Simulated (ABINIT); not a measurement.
# Ag (Fm-3m) in ABINIT: notebook, part 2 of 2

ABINIT 10.8.3 (patched build). The steps go on from the part before.

### 5 Band structure, RPBE

run.abi reads:

```
ndtset 2

pp_dirpath "./"
pseudos "Ag.upf"

acell 5.4592009917 5.4592009917 5.4592009917
rprim
     0.0000000000     0.7071067812     0.7071067812
     0.7071067812     0.0000000000     0.7071067812
     0.7071067812     0.7071067812     0.0000000000
ntypat 1
znucl 47
natom 1
typat 1
xred
     0.0000000000     0.0000000000     0.0000000000

ecut 1115.666836 eV

ixc 15

occopt 3
tsmear 0.00183747

nstep 100

iomode 3
prtwf 0
prteig 0
prtebands 0
prtden1 1
prtvha1 1
prtvclmb1 1
prtpot1 1
prtelf1 1

kptopt1 1
ngkpt1 11 11 11
nshiftk1 1
shiftk1 0.0 0.0 0.0
nband1 14
tolvrs1 1.0e-10

iscf2 -2
getden2 1
nband2 18
nbdbuf2 2
tolwfr2 1.0e-12
kptopt2 -9
ndivsm2 6
prteig2 1
prtvol2 -3
kptbounds2
     0.0000000000     0.0000000000     0.0000000000
     0.5000000000     0.0000000000     0.5000000000
     0.5000000000     0.2500000000     0.7500000000
     0.3750000000     0.3750000000     0.7500000000
     0.0000000000     0.0000000000     0.0000000000
     0.5000000000     0.5000000000     0.5000000000
     0.6250000000     0.2500000000     0.6250000000
     0.5000000000     0.2500000000     0.7500000000
     0.5000000000     0.5000000000     0.5000000000
     0.3750000000     0.3750000000     0.7500000000
```

Potentials or basis: PseudoDojo NC SR PBE v0.4.1 standard.

Started as:

```
$ abinit run.abi > log 2>&1
```

run.abo:

```text
.Version 10.8.3 of ABINIT
 DATASET    1 : space group Fm -3 m (#225); Bravais cF (face-center cubic)
================================================================================
 Values of the parameters that define the memory need for DATASET  1.
     intxc =       0    ionmov =       0      iscf =       7    lmnmax =       6
     lnmax =       6     mgfft =      32  mpssoang =       3    mqgrid =    3001
     natom =       1  nloc_mem =       1    nspden =       1   nspinor =       1
    nsppol =       1      nsym =      48    n1xccc =    2501    ntypat =       1
    occopt =       3   xclevel =       2
       mpw =        1458          nfft =       32768          nkpt =          56
================================================================================
================================================================================

 DATASET    2 : space group Fm -3 m (#225); Bravais cF (face-center cubic)
================================================================================
 Values of the parameters that define the memory need for DATASET  2.
     intxc =       0    ionmov =       0      iscf =      -2    lmnmax =       6
     lnmax =       6     mgfft =      32  mpssoang =       3    mqgrid =    3001
     natom =       1  nloc_mem =       1    nspden =       1   nspinor =       1
    nsppol =       1      nsym =      48    n1xccc =    2501    ntypat =       1
    occopt =       3   xclevel =       2
       mpw =        1458          nfft =       32768          nkpt =         103
================================================================================
================================================================================

--------------------------------------------------------------------------------
------------- Echo of variables that govern the present computation ------------
--------------------------------------------------------------------------------
 -outvars: echo values of preprocessed input variables --------
            acell      5.4592009917E+00  5.4592009917E+00  5.4592009917E+00 Bohr
              amu      1.07868200E+02
             ecut      4.10000000E+01 Hartree
           getden1          0
           getden2          1
             iscf1          7
             iscf2         -2
              ixc          15
           jdtset        1    2
           kptopt1          1
[... 992 lines left out ...]

 ----iterations are completed or convergence reached----

 Mean square residual over all n,k,spin=   36.981E-14; max=  99.459E-14
 reduced coordinates (array xred) for    1 atoms
       0.000000000000      0.000000000000      0.000000000000

 cartesian coordinates (angstrom) at end:
    1      0.00000000000000     0.00000000000000     0.00000000000000
 length scales=  5.459200991700  5.459200991700  5.459200991700 bohr
              =  2.888884752587  2.888884752587  2.888884752587 angstroms
 Eigenvalues (hartree) for nkpt= 103  k points:
 kpt#   1, nband= 18, wtk=  1.00000, kpt=  0.0000  0.0000  0.0000 (reduced coord)
  -2.97636   -1.63114   -1.63114   -1.63114    0.12137    0.22933    0.22933    0.22933
   0.26721    0.26721    1.00118    1.13259    1.13259    1.13259    1.30284    1.33707
   1.33707    1.33707
 kpt#   2, nband= 18, wtk=  1.00000, kpt=  0.0294  0.0000  0.0294 (reduced coord)
  -2.97636   -1.63119   -1.63116   -1.63116    0.12271    0.22880    0.22982    0.22982
   0.26668    0.26744    1.00156    1.12621    1.12905    1.12905    1.31215    1.33502
   1.33502    1.33935
 kpt#   3, nband= 18, wtk=  1.00000, kpt=  0.0588  0.0000  0.0588 (reduced coord)
  -2.97633   -1.63134   -1.63122   -1.63122    0.12670    0.22724    0.23127    0.23127
   0.26513    0.26810    1.00265    1.11052    1.11846    1.11846    1.33128    1.33128
   1.33520    1.34618
 kpt#   4, nband= 18, wtk=  1.00000, kpt=  0.0882  0.0000  0.0882 (reduced coord)
  -2.97630   -1.63158   -1.63131   -1.63131    0.13321    0.22472    0.23366    0.23366
   0.26273    0.26920    1.00439    1.09110    1.10118    1.10118    1.33008    1.33008
   1.35102    1.35755
 kpt#   5, nband= 18, wtk=  1.00000, kpt=  0.1176  0.0000  0.1176 (reduced coord)
[... 381 lines left out ...]
   0.29225    0.52113    0.56040    0.76477    0.93473    1.01763    1.36767    1.37395
   1.41449    1.62889
 kpt# 101, nband= 18, wtk=  1.00000, kpt=  0.4000  0.4000  0.7000 (reduced coord)
  -2.97557   -1.63583   -1.63457   -1.63278    0.19061    0.21039    0.24451    0.26551
   0.29189    0.54644    0.56902    0.72122    0.91340    1.02040    1.36144    1.39252
   1.40981    1.62717
 kpt# 102, nband= 18, wtk=  1.00000, kpt=  0.3875  0.3875  0.7250 (reduced coord)
  -2.97555   -1.63575   -1.63476   -1.63289    0.18785    0.20556    0.24970    0.27125
   0.29224    0.56707    0.57985    0.68559    0.89440    1.02257    1.32744    1.40773
   1.43475    1.62860
 kpt# 103, nband= 18, wtk=  1.00000, kpt=  0.3750  0.3750  0.7500 (reduced coord)
  -2.97554   -1.63586   -1.63468   -1.63299    0.18513    0.20071    0.25570    0.27529
   0.29366    0.56452    0.60069    0.66929    0.87840    1.02419    1.29181    1.41978
   1.46056    1.63690

== END DATASET(S) ==============================================================
================================================================================

 -outvars: echo values of variables after computation  --------
            acell      5.4592009917E+00  5.4592009917E+00  5.4592009917E+00 Bohr
           etotal1    -1.5505090190E+02
            fcart1    -0.0000000000E+00 -0.0000000000E+00 -0.0000000000E+00
            rprim      0.0000000000E+00  7.0710678120E-01  7.0710678120E-01
                       7.0710678120E-01  0.0000000000E+00  7.0710678120E-01
                       7.0710678120E-01  7.0710678120E-01  0.0000000000E+00
           strten1    -2.8078915218E-04 -2.8078915218E-04 -2.8078915218E-04
                       0.0000000000E+00  0.0000000000E+00  0.0000000000E+00
 Calculation completed.
```

Wall time 45 s (1 thread of Arm Neoverse V2, shared host); peak memory 0.11 GiB.

Results:

| Item | Value |
| --- | --- |
| Free energy | -4219.1500 eV |
| Pressure | 8.3 GPa |
| Band gap on the k mesh | none (metal or under the smearing width) |
| Valence electrons inside the program's atomic spheres | Ag 16.36 (radii [1.0584] Å) |

Levels at the corners of the path, in eV from the Fermi level:
| point | band 7 | band 8 | band 9 | band 10 | band 11 | band 12 |
| --- | --- | --- | --- | --- | --- | --- |
| Γ | -5.07 | -5.07 | -4.04 | -4.04 | 15.93 | 19.51 |
| X | -3.28 | -3.04 | -3.04 | 1.37 | 6.50 | 10.49 |
| W | -5.34 | -4.03 | -3.04 | 5.72 | 5.72 | 6.81 |
| K | -4.36 | -3.82 | -3.32 | 4.05 | 5.03 | 6.90 |
| Γ | -5.07 | -5.07 | -4.04 | -4.04 | 15.93 | 19.51 |
| L | -5.10 | -3.25 | -3.25 | -0.65 | 3.37 | 15.13 |
| U | -4.36 | -3.82 | -3.32 | 4.05 | 5.03 | 6.90 |
| W | -5.34 | -4.03 | -3.04 | 5.72 | 5.72 | 6.81 |
| L | -5.10 | -3.25 | -3.25 | -0.65 | 3.37 | 15.13 |
| K | -4.36 | -3.82 | -3.32 | 4.05 | 5.03 | 6.90 |

Caveat: the potentials were made for another functional, which shifts forces and pressure.

### 6 Band structure, revPBE

Edit run.abi of step 5 so:

```diff
@@ -3,5 +3,5 @@
 pp_dirpath "./"
-pseudos "Ag.upf"
+pseudos "Ag.GGA_PBE-JTH.xml"
 
-acell 5.4592009917 5.4592009917 5.4592009917
+acell 2.8888847545 2.8888847545 2.8888847545 Angstrom
 rprim
@@ -14,8 +14,9 @@
 typat 1
-xred
-     0.0000000000     0.0000000000     0.0000000000
+xcart
+     0.0000000000     0.0000000000     0.0000000000 Angstrom
 
-ecut 1115.666836 eV
+ecut 17.0
+pawecutdg 34.0
 
-ixc 15
+ixc 14
 
@@ -31,6 +32,2 @@
 prtden1 1
-prtvha1 1
-prtvclmb1 1
-prtpot1 1
-prtelf1 1
 
@@ -40,4 +37,4 @@
 shiftk1 0.0 0.0 0.0
-nband1 14
-tolvrs1 1.0e-10
+nband1 10
+tolvrs1 1.0e-9
 
@@ -45,3 +42,3 @@
 getden2 1
-nband2 18
+nband2 14
 nbdbuf2 2
@@ -49,3 +46,3 @@
 kptopt2 -9
-ndivsm2 6
+ndivsm2 8
 prteig2 1
```

Potentials or basis: JTH PAW PBE v2.0.

Started as:

```
$ abinit run.abi > log 2>&1
```

Run time: 14 s. Hardware: 1 thread of Arm Neoverse V2, shared host; peak memory 0.11 GiB.

It converged, with:

```yaml
Free_energy: -1039.0260 eV
Pressure: 7.5 GPa
Band_gap_on_the_k_mesh: none (metal or under the smearing width)
Valence_electrons_inside_the_program's_atomic_spheres: Ag 9.82 (radii [1.331] Å)
```

Levels at the corners of the path, in eV from the Fermi level:
| point | band 3 | band 4 | band 5 | band 6 | band 7 | band 8 |
| --- | --- | --- | --- | --- | --- | --- |
| Γ | -5.09 | -5.09 | -4.06 | -4.06 | 16.42 | 19.87 |
| X | -3.30 | -3.06 | -3.06 | 1.38 | 6.48 | 10.57 |
| W | -5.36 | -4.05 | -3.06 | 5.72 | 5.72 | 6.82 |
| K | -4.37 | -3.84 | -3.34 | 4.05 | 5.04 | 6.90 |
| Γ | -5.09 | -5.09 | -4.06 | -4.06 | 16.42 | 19.87 |
| L | -5.11 | -3.27 | -3.27 | -0.64 | 3.35 | 15.51 |
| U | -4.37 | -3.84 | -3.34 | 4.05 | 5.04 | 6.90 |
| W | -5.36 | -4.05 | -3.06 | 5.72 | 5.72 | 6.82 |
| L | -5.11 | -3.27 | -3.27 | -0.64 | 3.35 | 15.51 |
| K | -4.37 | -3.84 | -3.34 | 4.05 | 5.04 | 6.90 |

Caveat: the PAW data sets were made with another functional, which shifts forces and pressure a little.

### 7 Summary

| task | level | potentials or basis | cutoff (eV) | fine-grid cutoff | gap on the mesh (eV) | pressure (GPa) |
| --- | --- | --- | --- | --- | --- | --- |
| band structure | OLYP | PseudoDojo NC SR PBE v0.4.1 standard | 1116 | - | none | 6.2 |
| equation of state | LDA | JTH PAW LDA v2.0 | 463 | 925.187 eV | - | - |
| band structure | WC | PseudoDojo NC SR PBEsol v0.4.1 standard | 1116 | - | none | -2.5 |
| band structure | RPBE | PseudoDojo NC SR PBE v0.4.1 standard | 1116 | - | none | 8.3 |
| band structure | revPBE | JTH PAW PBE v2.0 | 463 | 925.187 eV | none | 7.5 |

Alike in all rows: no spin polarisation; cell as given; k mesh 11 × 11 × 11; smearing fermi-dirac 0.05 eV.

Caveats: the potentials were made for another functional, which shifts forces and pressure (some runs); pressures at fixed basis lie under the slope of the energies (some runs); the PAW data sets were made with another functional, which shifts forces and pressure a little (some runs).

Absolute energies hang on the potentials; compare differences alone.
